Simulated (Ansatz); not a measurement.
# GaN (P6_3mc) in Ansatz: relaxation of cell and atoms with PBE0

Aim: the relaxation of cell and atoms of GaN with PBE0.

All numbers are computed with Ansatz 0.2.0; they aren't measurements. Logs are shortened: lines on timing, memory, paths and dates and some standing lists are left out, and cuts for length are marked.

### Step 1. The crystal as given

Symmetry: P6_3mc, No. 186, hexagonal system. Conventional cell: a = 3.180 Å, b = 3.180 Å, c = 5.166 Å, α = 90.00°, β = 90.00°, γ = 120.00°. Around Ga (site symmetry 3m) lie 4 N at 1.94 to 1.95 Å. N (site symmetry 3m) has 4 Ga at 1.94 to 1.95 Å as nearest neighbours.

### Step 2. Relaxation of cell and atoms, PBE0

The input, input.yaml:

```yaml
crystal:
  lattice:
    - [3.18, 0.0, 0.0]
    - [-1.59, 2.753960784, 0.0]
    - [0.0, 0.0, 5.166]
  atoms:
    - { symbol: Ga, position: [0.6666666667, 0.3333333333, 0.5] }
    - { symbol: Ga, position: [0.3333333333, 0.6666666667, 0.0] }
    - { symbol: "N", position: [0.6666666667, 0.3333333333, 0.875] }
    - { symbol: "N", position: [0.3333333333, 0.6666666667, 0.375] }
hamiltonian:
  xc: pbe0
  pseudopotentials: { kind: paw }
kpoints:
  mp_grid: { grid: [6, 6, 4] }
scf:
  occupations: { method: fermi_dirac, width: 0.05 }
output:
  forces: true
  stress: true
  eigenvalues: true
  write_density: true
  write_potential: true
  elf: true
  volumetric_format: npy
relax:
  f_tol: 0.01
  max_steps: 40
  cell: { stress_tol: 0.05 }
```

Potentials or basis: Ansatz PAW.

Launch:

```bash
> ansatz run input.yaml --threads 2 --pin off --max-ram 5632MiB --backend cpu --events-out ev --progress --plain --runs-dir out
```

The log of the run:

```text
Warning: RAYON_NUM_THREADS=2 ignored (pool sized by the plan → 2); use --threads N
Engine: ansatz 0.2.0, x86_64-unknown-linux-gnu
Pseudopotentials: kind: paw
Pseudopotential: Ga, paw, valence charge 13, recommended cutoff 420 eV (normal), Ga.paw.azcp
Pseudopotential: N, paw, valence charge 5, recommended cutoff 420 eV (normal), N.paw.azcp
Functional definition: PBE0
  parameter a = 0.25
  parameter kappa = 0.804
  parameter beta = 0.06672455060314922
  exchange = (1 - a)*pbe_x(kappa = kappa, mu = beta*pi^2/3) + a*exact_x
  correlation = pbe_c(beta = beta)
Crystal: 4 atoms, lattice volume = 45.242 Å³
Basis set: ecut = 420 eV, 881 PW (Γ), exchange–correlation on 48×48×72 points (8 copies of the dense FFT grid, shifted against one another)
Bands: 22, of which v1, the nominal top of the filled ones, is band 18 counted from 1 (17 counted from 0)
Symmetry: 12 space group operations
Space group: P63mc (ITA 186), of the structure as read, at distance tolerance 3.6e-5 Å
k-points: 21 of 144 (time reversal used)
Non-local potential: Ga, projectors of the file, l = 0: 2, l = 1: 2, l = 2: 3, l = 3: 1
Non-local potential: N, projectors of the file, l = 0: 2, l = 1: 2, l = 2: 1
PAW form: soft (Blöchl's): semilocal exchange-correlation on the pseudo side does not see the compensation charge
PAW frozen core: Ga, regenerated for the run's functional, and the local potential with it (the file was generated under x = pbe(κ = 0.804, μ = 0.2195149727645171), c = pbe(β = 0.06672455060314922))
PAW frozen core: N, regenerated for the run's functional, and the local potential with it (the file was generated under x = pbe(κ = 0.804, μ = 0.2195149727645171), c = pbe(β = 0.06672455060314922))
PAW one-centre angular grid: Ga, 590 points (default); XC on 64 Gauss nodes
PAW one-centre angular grid: N, 110 points (default); XC on 64 Gauss nodes
Initial density: superposition of atomic densities (neutral atoms: chi_scale 0, normalization atom), corrected by the library's trained network
Initial wavefunctions: pseudopotential atomic-orbital guess
Functional: x = pbe(κ = 0.804, μ = 0.2195149727645171), c = pbe(β = 0.06672455060314922), warm-up for x = 0.75 pbe(κ = 0.804, μ = 0.2195149727645171) + 0.25 exact, c = pbe(β = 0.06672455060314922)
SCF iter   1: F=—  HF=-8335.797205 eV  |F-HF|=—  |Δ(HF+E_count)|=         —  Δρ=8.90e-4  dr2=1.55e-4  ethr=1.77e-3  ⟨swp⟩=7.0  Hψ=2073  notcnv=0
preconditioner: auto → none  [insulator: Δε(μ)=1.958 eV  Ē_g=16.651 eV  σ=0.050 eV  W_gap=1.00  n_scr=22 (ndim 8)  ℏωp=33.1 eV  f_vac=0.008  D(μ)=0.00/eV (n_scr^D=0)]
SCF iter   2: F=—  HF=-8335.798005 eV  |F-HF|=—  |Δ(HF+E_count)|=   8.00e-4  Δρ=5.79e-4  dr2=7.14e-5  ethr=4.30e-7  ⟨swp⟩=5.1  Hψ=1832  notcnv=0  defer=1
iter 3 solved again at ethr=1.97e-8 eV; its pass at ethr=1.98e-7 eV (dr2=7.09e-6 eV) is discarded
SCF iter   3: F=—  HF=-8335.798076 eV  |F-HF|=—  |Δ(HF+E_count)|=   7.14e-5  Δρ=2.11e-4  dr2=6.73e-6  ethr=1.97e-8  ⟨swp⟩=3.0  Hψ=1951  notcnv=0  defer=1
SCF iter   4: F=—  HF=-8335.798104 eV  |F-HF|=—  |Δ(HF+E_count)|=   2.80e-5  Δρ=7.64e-5  dr2=9.21e-7  ethr=1.87e-8  ⟨swp⟩=3.0  Hψ=988  notcnv=0  defer=1
SCF iter   5: F=—  HF=-8335.798109 eV  |F-HF|=—  |Δ(HF+E_count)|=   5.26e-6  Δρ=2.19e-5  dr2=8.71e-8  ethr=2.56e-9  ⟨swp⟩=3.1  Hψ=1182  notcnv=0  defer=1
SCF iter   6: F=—  HF=-8335.798109 eV  |F-HF|=—  |Δ(HF+E_count)|=   3.67e-7  Δρ=8.95e-6  dr2=1.48e-8  ethr=2.42e-10  ⟨swp⟩=3.2  Hψ=1225  notcnv=0  defer=1
SCF iter   7: F=—  HF=-8335.798109 eV  |F-HF|=—  |Δ(HF+E_count)|=   1.76e-9  Δρ=2.94e-6  dr2=1.63e-9  ethr=4.11e-11  ⟨swp⟩=3.0  Hψ=962  notcnv=0
SCF iter   8: F=-8335.798109 eV  HF=-8335.798109 eV  |F-HF|=1.09e-11  |Δ(HF+E_count)|=  2.58e-10  Δρ=3.61e-7  dr2=1.80e-11  ethr=4.52e-12  ⟨swp⟩=3.6  Hψ=1019  notcnv=0
SCF 1 converged in 8 iterations: F = -8335.798109 eV  dr2 = 1.80e-11
Initial density: handed on by an earlier stage of this run
Initial wavefunctions: those handed on with the density
Functional: x = 0.75 pbe(κ = 0.804, μ = 0.2195149727645171) + 0.25 exact, c = pbe(β = 0.06672455060314922)
Frozen-core exchange: fock
iter 1 solved again at ethr=7.79e-5 eV; its pass at ethr=1.00e-1 eV (dr2=2.80e-2 eV) is discarded
SCF iter   1: F=—  HF=-8337.031334 eV  |F-HF|=—  |Δ(HF+E_count)|=         —  Δρ=1.66e-2  dr2=4.93e-2  ethr=7.79e-5  ⟨swp⟩=5.0  Hψ=2677  notcnv=0
eigensolver tolerance schedule calibrated: the retry pair's looser diagonalisation under-reported the residual by θ = 0.37 (0.12/decade); ethr = c·dr2/N_el runs at the constant in force after the calibration composes with the one it found (an armed cap, an earlier calibration), c = 6.9e-2
preconditioner: auto → none  [insulator: Δε(μ)=3.850 eV  Ē_g=20.530 eV  σ=0.050 eV  W_gap=1.00  n_scr=22 (ndim 8)  ℏωp=33.1 eV  f_vac=0.009  D(μ)=0.00/eV (n_scr^D=0)]
SCF iter   2: F=—  HF=-8337.008124 eV  |F-HF|=—  |Δ(HF+E_count)|=   2.32e-2  Δρ=4.18e-3  dr2=6.13e-3  ethr=7.79e-5  ⟨swp⟩=4.0  Hψ=1396  notcnv=0
SCF iter   3: F=—  HF=-8337.027875 eV  |F-HF|=—  |Δ(HF+E_count)|=   1.98e-2  Δρ=4.40e-3  dr2=3.45e-3  ethr=6.43e-6  ⟨swp⟩=4.0  Hψ=1697  notcnv=0
SCF iter   4: F=—  HF=-8337.027281 eV  |F-HF|=—  |Δ(HF+E_count)|=   5.94e-4  Δρ=1.58e-3  dr2=4.25e-4  ethr=6.08e-6  ⟨swp⟩=2.3  Hψ=852  notcnv=0
[... 146 lines left out ...]
iter 1 solved again at ethr=1.00e-12 eV; its pass at ethr=1.00e-1 eV (dr2=1.59e-12 eV) is discarded
SCF iter   1: F=—  HF=-8337.029813 eV  |F-HF|=—  |Δ(HF+E_count)|=         —  Δρ=1.20e-7  dr2=3.61e-12  ethr=1.00e-12  ⟨swp⟩=17.4  Hψ=2684  notcnv=5  reapply=1
preconditioner: auto → none  [insulator: Δε(μ)=5.212 eV  Ē_g=20.820 eV  σ=0.050 eV  W_gap=1.00  n_scr=22 (ndim 8)  ℏωp=33.1 eV  f_vac=0.012  D(μ)=0.00/eV (n_scr^D=0)]
SCF iter   2: F=-8337.029813 eV  HF=-8337.029813 eV  |F-HF|=3.64e-12  |Δ(HF+E_count)|=  5.46e-12  Δρ=4.77e-8  dr2=8.69e-13  ethr=1.00e-12  ⟨swp⟩=2.0  Hψ=840  notcnv=0
SCF 15 converged in 2 iterations: F = -8337.029813 eV  dr2 = 8.69e-13
  Residual-converged pass: ⟨swp⟩=3.0  Hψ=1132  notcnv=0  max |occ|·‖R‖ = 1.3e-7 eV (tolerance 1.3e-7 eV)  dr2=1.09e-12  dr2_onsite=4.43e-13  max |Δocc| = 0.0e0
hybrid outer 1: dexx = +1.535e-12 eV, tail = 2.24e-12 eV
Frozen-core exchange: fock
SCF iter   1: F=—  HF=-8337.029813 eV  |F-HF|=—  |Δ(HF+E_count)|=         —  Δρ=6.53e-8  dr2=1.03e-12  ethr=1.11e-12  ⟨swp⟩=13.0  Hψ=1517  notcnv=0
preconditioner: auto → none  [insulator: Δε(μ)=3.908 eV  Ē_g=20.351 eV  σ=0.050 eV  W_gap=1.00  n_scr=22 (ndim 8)  ℏωp=33.1 eV  f_vac=0.012  D(μ)=0.00/eV (n_scr^D=0)]
SCF iter   2: F=-8337.029813 eV  HF=-8337.029813 eV  |F-HF|=0.00e0  |Δ(HF+E_count)|=  1.82e-12  Δρ=2.79e-8  dr2=1.78e-13  ethr=1.00e-12  ⟨swp⟩=2.0  Hψ=840  notcnv=0
SCF 16 converged in 2 iterations: F = -8337.029813 eV  dr2 = 1.78e-13
  Residual-converged pass: ⟨swp⟩=2.0  Hψ=843  notcnv=0  max |occ|·‖R‖ = 1.1e-7 eV (tolerance 1.3e-7 eV)  dr2=1.54e-13  dr2_onsite=1.40e-13  max |Δocc| = 0.0e0
hybrid outer 2: dexx = +1.137e-13 eV, tail = 6.59e-13 eV, Δε = 1.22e-6 eV (about 1.22e-6 eV left of the loop's levels), ΔF = 4.52e-6 eV/Å (tail 1.81e-5)
relax step   6: F+E_penalty+E_count = -8337.02981290 eV  Δ(F+E_penalty+E_count) = -2.910e-11 eV  max|allowed force component| = 8.354e-5 eV/Å  Δτ_max = 0.0000 Å  P = +0.000 GPa  Ω = 45.440 Å³  stress off target by 9.02e-3 GPa  SCF on the basis re-selected at this cell (its energy is not comparable with the rows above)  (4 SCF iters)
basis re-selected at this cell: Δ(F+E_penalty+E_count) = -2.910e-11 eV, ΔP = +0.001 GPa vs the last step (what re-selecting the basis moved, of the pressure what is left beyond the Pulay correction that the steps carried, after the strain that the cell walked since its last selection, with what the two solves' SCF thresholds leave and, on support functions, any second-order correction that the steps lacked; it is no measure of the basis error at this ecutwfc). This SCF's stress stands 9.02e-3 GPa from its target on what of the cell is left free (relax.cell.stress_tol is 5.00e-2 GPa) and its largest allowed force component is 8.35e-5 eV/Å (relax.f_tol is 1.00e-2 eV/Å): within both
hybrid SCF converged: 2 outer / 4 inner (+0 warm-up), last move |dexx| = 1.14e-13 eV, tail = 6.59e-13 eV
Stability not checked: this state was not tested for a lower state beside it, because the functional holds exact exchange (a hybrid, or Hartree-Fock), whose exchange loop this test does not read (fock_operator; see scf.lower_state_search)
Free energy (F): -8337.029813 eV
Frozen-core exchange: fock
Harris-Foulkes:  -8337.029813 eV  (|F-HF|=0.00e0)
Internal energy: -8337.029813 eV  (E = F + TS)
E sigma→0 (E₀):  -8337.029813 eV
Fermi energy:    10.547683 eV
--- Per-component energies (eV) ---
  E_band       = -104.535985
  E_kinetic    = 494.111801
  E_local      = -3903.123036  (includes V_loc(G=0)·N_el)
  E_nonlocal   = 950.515672
  E_hartree    = 1804.040547
  E_xc         = -198.455338
  E_vxc        = -206.947473  (∫ρ·V_xc dr)
  E_exx        = -139.035824  (= α·E_x^exact, valence–valence)
  E_paw        = -4166.000221  (= ΣΔE_a)
  E_vpaw       = -769.102494  (= ΣTr[D̂ρ^β])
  E_aug_tail   = 0.000083  (compensation charges beyond the density's cutoff)
  E_ewald      = -3179.163325
  E_core_change = 0.079827  (= ΣΔE_core)
  E_smearing   = -0.000000  (= −TS)
  E_closure    = 0.000000  (closes the sum)
  Σ components = -8337.029813   (vs F -8337.029813, Δ=0.00e0)
--- Forces (eV/Å), atoms counted from 1 ---
  atom   1  Ga    -0.00000000    -0.00000000    -0.00008341
  atom   2  Ga    -0.00000000     0.00000000    -0.00008341
  atom   3  N      0.00000000    -0.00000000     0.00008366
  atom   4  N      0.00000000     0.00000000     0.00008366
  max |Σ_I F_I| component: 5.03e-7 eV/Å
--- Stress (GPa, compression-positive) ---
        0.005050       0.000000      -0.000000
       -0.000000       0.005050      -0.000000
       -0.000000       0.000000      -0.009024
  P = ⅓ Tr σ = 0.0004 GPa (0.004 kbar)
--- Band table (eV; the first three rows and the last of 21) ---
  k-point 0: bands = ["-9.0075", "-8.4228", "-7.1557", "-7.1399", "-7.1399", "-7.0798", "-7.0798", "-6.8853", "-6.8853", "-6.7956", "-6.7956", "-5.0891", "0.9336", "7.4295", "7.4295", "8.5524", "8.5672", "8.5672", "12.4733", "15.0012", "20.3336", "20.8155"]
  k-point 1: bands = ["-8.8494", "-8.4406", "-7.1358", "-7.1358", "-7.0930", "-7.0930", "-7.0617", "-6.8679", "-6.8679", "-6.8048", "-6.8048", "-5.6981", "2.0448", "7.0015", "7.5872", "7.5872", "8.3908", "8.3908", "13.6976", "15.1196", "19.8745", "20.5043"]
  k-point 2: bands = ["-8.5664", "-8.5664", "-7.1188", "-7.1188", "-7.1188", "-7.1188", "-6.8323", "-6.8323", "-6.8323", "-6.8323", "-6.6124", "-6.6124", "4.4204", "4.4204", "7.9804", "7.9804", "7.9804", "7.9804", "14.9911", "14.9911", "19.4316", "19.4316"]
  k-point 20: bands = ["-8.3041", "-8.3041", "-7.0190", "-7.0190", "-7.0059", "-7.0059", "-6.8693", "-6.8693", "-6.8491", "-6.8491", "-4.5750", "-4.5750", "1.9256", "1.9256", "3.9933", "3.9933", "6.9836", "6.9836", "17.2349", "17.2349", "18.0579", "18.0579"]
--- Relaxed structure (4 steps of the walk, 4 accepted, 2 SCFs on fresh bases) ---
  F+E_penalty+E_count = -8337.02981290 eV   max|allowed force component| = 8.354e-5 eV/Å   (the final SCF, on the basis selected at the relaxed cell)
  cell:  # Å, volume = 45.4398 Å³
    - [3.183730463324453, -6.902743829085241e-20, 1.3125024824077245e-18]
    - [-1.5918652316622266, 2.757191460041377, -6.562512412038623e-19]
    - [2.1321974289813824e-18, 8.260295236217213e-34, 5.176463452210879]
  atoms:
    - { symbol: Ga, position: [0.6666666666666666, 0.3333333333333333, 0.49888225998933305] }
    - { symbol: Ga, position: [0.3333333333333333, 0.6666666666666666, -0.001117740010667022] }
    - { symbol: N, position: [0.6666666666666666, 0.3333333333333333, 0.8761177400106672] }
    - { symbol: N, position: [0.3333333333333333, 0.6666666666666666, 0.37611774001066706] }
```

It took 3.3 min on 2 threads of AMD EPYC 7R43 (Zen 3), shared host; peak memory 1.4 GiB.

What came out:

```
Free energy                            : -8337.0298 eV
Relaxed volume                         : 11.36 Å³/atom
Relaxed cell                           : a = 3.184 Å, b = 3.184 Å, c = 5.176 Å, α = 90.00°, β = 90.00°, γ = 120.00°
Space group after relaxing (to 0.05 Å) : P6_3mc (No. 186)
Energy gained by relaxing              : 0.7 meV/atom
Ionic steps                            : 6
Pressure after relaxing                : 0.0 GPa
Band gap on the k mesh                 : 3.91 eV, direct
```

Step by step:
```csv
step,energy change (eV),largest force (eV/Å),volume (Å³)
1,0.0000,0.1567,45.24
2,-0.0011,0.1076,45.36
3,-0.0019,0.0000,45.43
4,-0.0027,0.0000,45.43
5,-0.0027,0.0002,45.44
6,-0.0027,0.0001,45.44
```

Final structure:
```yaml
crystal:
  lattice:
    - [3.18373, 0.00000, 0.00000]
    - [-1.59187, 2.75719, 0.00000]
    - [0.00000, 0.00000, 5.17646]
  atoms:
    - { symbol: Ga, position: [0.66667, 0.33333, 0.49888] }
    - { symbol: Ga, position: [0.33333, 0.66667, 0.99888] }
    - { symbol: N, position: [0.66667, 0.33333, 0.87612] }
    - { symbol: N, position: [0.33333, 0.66667, 0.37612] }
```

Caveat: the plane-wave basis is chosen anew once the cell has moved, so the energies of steps on either side of that aren't comparable; the pressure holds a Pulay correction of +0.5 GPa for the finite cutoff; the PAW data sets come from PBE, with cores solved anew for the run's functional, which leaves a small shift of forces and pressure. Zero-point motion and thermal expansion aren't in these numbers.
